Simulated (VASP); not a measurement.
# WS2 in VASP: further runs

Runs on WS2. Level: PBEsol+D3(BJ). Tasks: single point.

Everything below comes from runs of VASP 6.6.1. Logs are shortened: lines on timing, memory, paths and dates and some standing lists are left out, and cuts for length are marked.

## (1) Starting point

The cell holds a sheet with vacuum, 3 atoms: a = 3.124 Å, b = 3.124 Å, c = 30.080 Å, α = 90.00°, β = 90.00°, γ = 120.00°.

The cell was built by a generator and needn't be a form met in nature.

## (2) Single point, PBEsol+D3(BJ)

The input, INCAR:

```
SYSTEM = WS2
ALGO = Fast ; DIPOL = 0.5 0.5 0.285
EDIFF = 1E-7 ; ENCUT = 520
GGA = PS ; IDIPOL = 3
ISIF = 2 ; ISMEAR = 0
IVDW = 12 ; LASPH = .True.
LCHARG = .False. ; LDIPOL = .True.
LREAL = .False. ; LWAVE = .False.
NBANDS = 20 ; NELM = 100
PREC = Accurate ; SIGMA = 0.03
```

The input, KPOINTS:

```
k-points
0
Gamma
  12 12 1
  0 0 0
```

The input, POSCAR:

```
WS2
1.0
    3.1236330440      0.0000000000      0.0000000000
   -1.5618165220      2.7051455682      0.0000000000
    0.0000000000      0.0000000000     30.0800000023
S W
2 1
Direct
    0.6666666667      0.3333333333      0.2326294503
    0.6666666667      0.3333333333      0.3371843795
    0.3333333333      0.6666666667      0.2849069149
```

Potentials or basis: VASP PAW PBE potentials, release 64 (S, W_sv).

The run is started by

```bash
$ cat potpaw_PBE.64/S/POTCAR potpaw_PBE.64/W_sv/POTCAR > POTCAR
$ mpirun -np 1 vasp_std > vasp.out
```

OUTCAR:

```text
SYSTEM = WS2
   EDIFF = 1E-7
   ENCUT = 520
   GGA = PS
   ISIF = 2
   ISMEAR = 0
   IVDW = 12
   LASPH = .True.
   LREAL = .False.
   NELM = 100
   PREC = Accurate
 IVDW          = 12

 ion  position               nearest neighbor table
   1  0.667  0.333  0.233-   3 2.39   3 2.39   3 2.39
   2  0.667  0.333  0.337-   3 2.39   3 2.39   3 2.39
   3  0.333  0.667  0.285-   1 2.39   2 2.39   1 2.39   2 2.39   1 2.39   2 2.39

  LATTYP: Found a hexagonal cell.
 ALAT       =     3.1236330440
 C/A-ratio  =     9.6298123303

  Lattice vectors:

 A1 = (   3.1236330440,   0.0000000000,   0.0000000000)
 A2 = (  -1.5618165220,   2.7051455682,   0.0000000000)
 A3 = (   0.0000000000,   0.0000000000,  30.0800000023)

Analysis of symmetry for initial positions (statically):
=====================================================================
 Subroutine PRICEL returns:
 Original cell was already a primitive cell.

 Routine SETGRP: Setting up the symmetry group for a
 hexagonal supercell.

 Subroutine GETGRP returns: Found 12 space group operations
 (whereof  6 operations were pure point group operations)
 out of a pool of 24 trial point group operations.

The static configuration has the point symmetry C_3v.
 The point group associated with its full space group is D_3h.

Analysis of symmetry for dynamics (positions and initial velocities):
=====================================================================
 Subroutine PRICEL returns:
 Original cell was already a primitive cell.

 Routine SETGRP: Setting up the symmetry group for a
 hexagonal supercell.

 Subroutine GETGRP returns: Found 12 space group operations
 (whereof  6 operations were pure point group operations)
 out of a pool of 24 trial point group operations.

The dynamic configuration has the point symmetry C_3v.
 The point group associated with its full space group is D_3h.

 Subroutine INISYM returns: Found 12 space group operations
 (whereof  6 operations are pure point group operations),
 and found     1 'primitive' translations

----------------------------------------------------------------------------------------

                                     Primitive cell

  volume of cell :     254.1725

  direct lattice vectors                    reciprocal lattice vectors
     3.123633044  0.000000000  0.000000000     0.320140038  0.184832937  0.000000000
    -1.561816522  2.705145568  0.000000000     0.000000000  0.369665874  0.000000000
     0.000000000  0.000000000 30.080000002     0.000000000  0.000000000  0.033244681

  length of vectors
     3.123633044  3.123633044 30.080000002     0.369665874  0.369665874  0.033244681

  position of ions in fractional coordinates (direct lattice)
     0.666666667  0.333333333  0.232629450
     0.666666667  0.333333333  0.337184380
     0.333333333  0.666666667  0.284906915

  ion indices of the primitive-cell ions
   primitive index   ion index
                 1           1
                 2           2
                 3           3

----------------------------------------------------------------------------------------

 KPOINTS: k-points

Automatic generation of k-mesh.
 Grid dimensions read from file:
 generate k-points for:   12   12    1

 Generating k-lattice:

  Cartesian coordinates                     Fractional coordinates (reciprocal lattice)
     0.026678336  0.015402745  0.000000000     0.083333333  0.000000000  0.000000000
     0.000000000  0.030805489  0.000000000     0.000000000  0.083333333  0.000000000
     0.000000000  0.000000000  0.033244681     0.000000000  0.000000000  1.000000000

  Length of vectors
     0.030805489  0.030805489  0.033244681

  Shift w.r.t. Gamma in fractional coordinates (k-lattice)
     0.000000000  0.000000000  0.000000000

 Subroutine IBZKPT returns following result:
 ===========================================

 Found     19 irreducible k-points:

 Following reciprocal coordinates:
            Coordinates               Weight
  0.000000  0.000000  0.000000      1.000000
  0.083333  0.000000  0.000000      6.000000
  0.166667  0.000000  0.000000      6.000000
  0.250000  0.000000  0.000000      6.000000
  0.333333  0.000000  0.000000      6.000000
  0.416667  0.000000  0.000000      6.000000
[... 11 lines left out ...]
  0.333333  0.250000  0.000000     12.000000
  0.333333  0.333333  0.000000      2.000000
   k-points           NKPTS =     19   k-points in BZ     NKDIM =     19   number of bands    NBANDS=     20
   number of dos      NEDOS =    301   number of ions     NIONS =      3
   total plane-waves  NPLWV = 129024
   dimension x,y,z NGX =    24 NGY =   24 NGZ =  224
   dimension x,y,z NGXF=    48 NGYF=   48 NGZF=  448
   ions per type =               2   1
   NGX,Y,Z   is equivalent  to a cutoff of  12.77, 12.77, 12.38 a.u.
   NGXF,Y,Z  is equivalent  to a cutoff of  25.55, 25.55, 24.76 a.u.
 SYSTEM =  WS2
   PREC   = accura    normal or accurate (medium, high low for compatibility)
   ISTART =      0    job   : 0-new  1-cont  2-samecut
   ICHARG =      2    charge: 1-file 2-atom 10-const
   ISPIN  =      1    spin polarized calculation?
   LNONCOLLINEAR =      F non collinear calculations
   LSORBIT =      F    spin-orbit coupling
   LASPH  =      T    aspherical Exc in radial PAW
   ENCUT  =  520.0 eV  38.22 Ry    6.18 a.u.   5.81  5.81 55.93*2*pi/ulx,y,z
   NELM   =    100;   NELMIN=  2; NELMDL= -5     # of ELM steps
   EDIFF  = 0.1E-06   stopping-criterion for ELM
   LREAL  =      F    real-space projection
   EDIFFG = 0.1E-05   stopping-criterion for IOM
   NSW    =      0    number of steps for IOM
   IBRION =     -1    ionic relax: 0-MD 1-quasi-New 2-CG
   NFREE  =      0    steps in history (QN), initial steepest desc. (CG)
   ISIF   =      2    stress and relaxation
   ISYM   =      2    0-nonsym 1-usesym 2-fastsym
   POTIM  = 0.5000    time-step for ionic-motion
   TEBEG  =    0.0;   TEEND  =   0.0 temperature during run
   PSTRESS=    0.0 pullay stress
   NELECT =      26.0000    total number of electrons
   NUPDOWN=      -1.0000    fix difference up-down
   EMIN   =  10.00;   EMAX   =-10.00  energy-range for DOS
   EFERMI =   0.00;   METHOD = LEGACY
   ISMEAR =     0;   SIGMA  =   0.03  broadening in eV -4-tet -1-fermi 0-gaus
   EFERMI_NEDOS =   21; number of points for ismear=-14 and -15
   IALGO  =     68    algorithm
   IMIX   =      4    mixing-type and parameters
     AMIX     =   0.40;   BMIX     =  1.00
     AMIX_MAG =   1.60;   BMIX_MAG =  1.00
  volume/ion in A,a.u.               =      84.72       571.75
  Fermi-wavevector in a.u.,A,eV,Ry     =   0.765637  1.446845  7.975743  0.586201
  Thomas-Fermi vector in A             =   1.865802
   LORBIT       =      0    0 simple, 1 ext, 2 COOP (PROOUT), +10 PAW based schemes
   GGA     = PS    functional components
   LHFCALC =     F    Hartree Fock is set to
   AEXX    =    0.0000 exact exchange contribution
   IVDW    =    12    specifies the selected vdW correction
   LEPSILON=     F    determine dielectric tensor
   LRPA    =     F    only Hartree local field effects (RPA)
 non-spin polarized calculation
 RMM-DIIS sequential band-by-band and
 Gauss-broadening in eV      SIGMA  =   0.03
  energy-cutoff  :      520.00
  volume of cell :      254.17
 maximum number of plane-waves:      6888
 NGX is ok and might be reduce to    24
   NGX = 11   NGY = 11   NGZ =111

 dipolmoment           0.000000      0.000000     -0.000007 electrons x Angstroem

 number of electron      25.9999997 magnetization

 dipolmoment           0.000000      0.000000      0.000001 electrons x Angstroem

 Free energy of the ion-electron system (eV)
  ---------------------------------------------------
  ext. energy  EPLUGINS =         0.00000000
  ---------------------------------------------------
  free energy    TOTEN  =       -25.24230849 eV

  energy without entropy =      -25.24230849  energy(sigma->0) =      -25.24230849

 E-fermi :  -2.8898     XC(G=0):  -2.6277

 val. band max:       -3.0787284322   @ k =   0.3333   0.3333   0.0000
 cond. band min:      -1.0881474596   @ k =   0.1667   0.1667   0.0000
 fundamental gap:      1.9905809727
 Fermi energy:        -2.8897844664

 k-point     1 :       0.0000    0.0000    0.0000
  band No.  band energies     occupation
      1     -76.9568      2.00000
      2     -41.2548      2.00000
      3     -41.0333      2.00000
      4     -41.0333      2.00000
      5     -18.0497      2.00000
      6     -16.3556      2.00000
[... 12 lines left out ...]
     19       2.2973      0.00000
     20       2.6234      0.00000

 k-point     2 :       0.0833    0.0000    0.0000
  band No.  band energies     occupation
      1     -76.9553      2.00000
      2     -41.2497      2.00000
      3     -41.0615      2.00000
      4     -41.0398      2.00000
      5     -17.9252      2.00000
      6     -16.3089      2.00000
[... 12 lines left out ...]
     19       2.4412      0.00000
     20       3.0230      0.00000

 k-point     3 :       0.1667    0.0000    0.0000
  band No.  band energies     occupation
      1     -76.9512      2.00000
      2     -41.2357      2.00000
      3     -41.1378      2.00000
      4     -41.0575      2.00000
      5     -17.5700      2.00000
      6     -16.1761      2.00000
[... 12 lines left out ...]
     19       2.8595      0.00000
     20       3.3139      0.00000

 k-point     4 :       0.2500    0.0000    0.0000
  band No.  band energies     occupation
      1     -76.9457      2.00000
      2     -41.2406      2.00000
      3     -41.2165      2.00000
      4     -41.0815      2.00000
      5     -17.0399      2.00000
      6     -15.9800      2.00000
[... 12 lines left out ...]
     19       3.5050      0.00000
     20       3.9804      0.00000

 k-point     5 :       0.3333    0.0000    0.0000
  band No.  band energies     occupation
      1     -76.9402      2.00000
      2     -41.3416      2.00000
      3     -41.1972      2.00000
      4     -41.1055      2.00000
      5     -16.4343      2.00000
      6     -15.7628      2.00000
[... 12 lines left out ...]
     19       4.1666      0.00000
     20       4.3893      0.00000

 k-point     6 :       0.4167    0.0000    0.0000
  band No.  band energies     occupation
      1     -76.9361      2.00000
      2     -41.4145      2.00000
      3     -41.1831      2.00000
      4     -41.1230      2.00000
      5     -15.9152      2.00000
      6     -15.5865      2.00000
[... 12 lines left out ...]
     19       4.4263      0.00000
     20       4.6523      0.00000

 k-point     7 :       0.5000    0.0000    0.0000
  band No.  band energies     occupation
      1     -76.9346      2.00000
      2     -41.4410      2.00000
      3     -41.1779      2.00000
      4     -41.1293      2.00000
      5     -15.7009      2.00000
      6     -15.5175      2.00000
[... 12 lines left out ...]
     19       4.5467      0.00000
     20       4.8801      0.00000
[... 162 lines left out ...]
 k-point    15 :       0.3333    0.1667    0.0000
  band No.  band energies     occupation
      1     -76.9346      2.00000
      2     -41.3902      2.00000
      3     -41.1825      2.00000
      4     -41.1779      2.00000
      5     -15.7287      2.00000
      6     -15.4946      2.00000
[... 12 lines left out ...]
     19       5.2639      0.00000
     20       5.4595      0.00000

 k-point    16 :       0.4167    0.1667    0.0000
  band No.  band energies     occupation
      1     -76.9334      2.00000
      2     -41.4078      2.00000
      3     -41.1936      2.00000
      4     -41.1734      2.00000
      5     -15.5395      2.00000
      6     -15.4274      2.00000
[... 12 lines left out ...]
     19       5.6620      0.00000
     20       6.2224      0.00000

 k-point    17 :       0.2500    0.2500    0.0000
  band No.  band energies     occupation
      1     -76.9346      2.00000
      2     -41.3660      2.00000
      3     -41.2074      2.00000
      4     -41.1780      2.00000
      5     -15.7378      2.00000
      6     -15.4869      2.00000
[... 12 lines left out ...]
     19       5.0631      0.00000
     20       5.4926      0.00000

 k-point    18 :       0.3333    0.2500    0.0000
  band No.  band energies     occupation
      1     -76.9326      2.00000
      2     -41.3708      2.00000
      3     -41.2485      2.00000
      4     -41.1709      2.00000
      5     -15.4461      2.00000
      6     -15.3718      2.00000
[... 12 lines left out ...]
     19       4.7969      0.00000
     20       6.1271      0.00000

 k-point    19 :       0.3333    0.3333    0.0000
  band No.  band energies     occupation
      1     -76.9319      2.00000
      2     -41.3380      2.00000
      3     -41.2984      2.00000
      4     -41.1683      2.00000
      5     -15.3397      2.00000
      6     -15.3223      2.00000
[... 12 lines left out ...]
     19       4.1881      0.00000
     20       6.3035      0.00000

------------------------ aborting loop because EDIFF is reached ----------------------------------------

 vacuum level on the upper side and lower side of the slab       (xc-potential included)        -0.008        -0.008

 Edisp (eV)   -0.75652

 E8    (eV) :    -0.5100

  FORCE on cell =-STRESS in cart. coord.  units (eV):
  Direction    XX          YY          ZZ          XY          YZ          ZX
  --------------------------------------------------------------------------------------
  -------------------------------------------------------------------------------------
  Total       0.04027     0.04027     0.03937     0.00000     0.00000     0.00000
  in kB       0.25386     0.25386     0.24817     0.00000     0.00000     0.00000
  external pressure =        0.25 kB  Pullay stress =        0.00 kB

 VOLUME and BASIS-vectors are now :
 -----------------------------------------------------------------------------
  energy-cutoff  :      520.00
  volume of cell :      254.17
      direct lattice vectors                 reciprocal lattice vectors
     3.123633044  0.000000000  0.000000000     0.320140038  0.184832937  0.000000000
    -1.561816522  2.705145568  0.000000000     0.000000000  0.369665874  0.000000000
     0.000000000  0.000000000 30.080000002     0.000000000  0.000000000  0.033244681

 POSITION                                       TOTAL-FORCE (eV/Angst)
 -----------------------------------------------------------------------------------
      1.56182      0.90172      6.99749        -0.000000      0.000000     -0.021674
      1.56182      0.90172     10.14251        -0.000000      0.000000      0.021674
     -0.00000      1.80343      8.57000         0.000000     -0.000000      0.000000
 -----------------------------------------------------------------------------------
    total drift:                                0.000000      0.000000      0.000093

  FREE ENERGIE OF THE ION-ELECTRON SYSTEM (eV)
  ---------------------------------------------------
  free  energy   TOTEN  =       -25.9988247758 eV

  energy  without entropy=      -25.9988247758  energy(sigma->0) =      -25.99882478

 vacuum level on the upper side and lower side of the slab         2.592         2.592
```

Wall time 2.5 min (1 thread of Intel Xeon Platinum 8259CL at 2.50GHz (Skylake/Cascade Lake), shared host); peak memory 0.4 GiB.

What came out:

```
Free energy                : -25.9988 eV
Largest force              : 0.022 eV/Å
Band gap on the k mesh     : 1.99 eV, indirect (least direct gap 2.04 eV)
Dispersion energy per atom : -0.252 eV
```

Forces in eV/Å, atoms in the order of the input:
```
S    0.000  0.000 -0.022
S    0.000  0.000  0.022
W    0.000  0.000  0.000
```

Levels at points of the mesh, in eV from the valence-band top:
| k point | band 10 | band 11 | band 12 | band 13 | band 14 | band 15 | band 16 | band 17 |
| --- | --- | --- | --- | --- | --- | --- | --- | --- |
| (0.00, 0.00, 0.00) | -2.28 | -1.52 | -1.52 | -0.22 | 3.05 | 3.05 | 3.20 | 3.20 |
| (0.50, 0.00, 0.00) | -3.43 | -2.26 | -1.13 | -0.99 | 3.11 | 3.48 | 4.10 | 4.90 |

Caveat: the PAW data sets were made with another functional, which shifts forces and pressure a little; spin-orbit coupling is left out, which moves the levels of the heavy elements.

## (3) Single point, PBEsol+D3(BJ)

This run uses another cell than the first one, of 49.72 Å³/atom, 0.587 times its volume.

The input, INCAR:

```
PREC = Accurate
ENCUT = 520
EDIFF = 1E-7
ISMEAR = 0
SIGMA = 0.03
LREAL = False
LASPH = True
NELM = 100
ALGO = Normal
ISIF = 2
LWAVE = False
LCHARG = False
LDIPOL = True
IDIPOL = 3
DIPOL = 0.5 0.5 0.500
GGA = PS
IVDW = 12
NBANDS = 20
```

The input, KPOINTS:

```
regular mesh
0
Gamma
  12 12 1
```

The input, POSCAR:

```
WS2
1.0
    3.1700000000      0.0000000000      0.0000000000
   -1.5850000000      2.7453005300      0.0000000000
    0.0000000000      0.0000000000     17.1400000000
S W
2 1
Direct
    0.6666670000      0.3333330000      0.4084014002
    0.6666670000      0.3333330000      0.5915985998
    0.3333330000      0.6666670000      0.5000000000
```

Potentials or basis: VASP PAW PBE potentials, release 64 (S, W_sv).

The run is started by

```bash
$ cat potpaw_PBE.64/S/POTCAR potpaw_PBE.64/W_sv/POTCAR > POTCAR
$ mpirun -np 1 vasp_std > vasp.out
```

Wall time 71 s (1 thread of Intel Xeon Platinum 8259CL at 2.50GHz (Skylake/Cascade Lake), shared host); peak memory 0.27 GiB.

The run converged. Its results:

```yaml
Free_energy: -25.9786 eV
Largest_force: 0.268 eV/Å
Band_gap_on_the_k_mesh: 1.86 eV, direct
Dispersion_energy_per_atom: -0.246 eV
```

Forces in eV/Å, atoms in the order of the input:
```
S    0.000  0.000  0.268
S    0.000  0.000 -0.268
W    0.000  0.000  0.000
```

Levels at points of the mesh, in eV from the valence-band top:
```tsv
k point	band 9	band 10	band 11	band 12	band 13	band 14	band 15	band 16	band 17	band 18
(0.00, 0.00, 0.00)	-2.83	-2.14	-1.58	-1.58	-0.08	2.92	2.92	3.09	3.09	5.02
(0.50, 0.00, 0.00)	-4.45	-3.40	-2.15	-1.22	-0.94	2.90	3.34	4.05	4.77	5.10
```

Caveat: the PAW data sets were made with another functional, which shifts forces and pressure a little; spin-orbit coupling is left out, which moves the levels of the heavy elements.
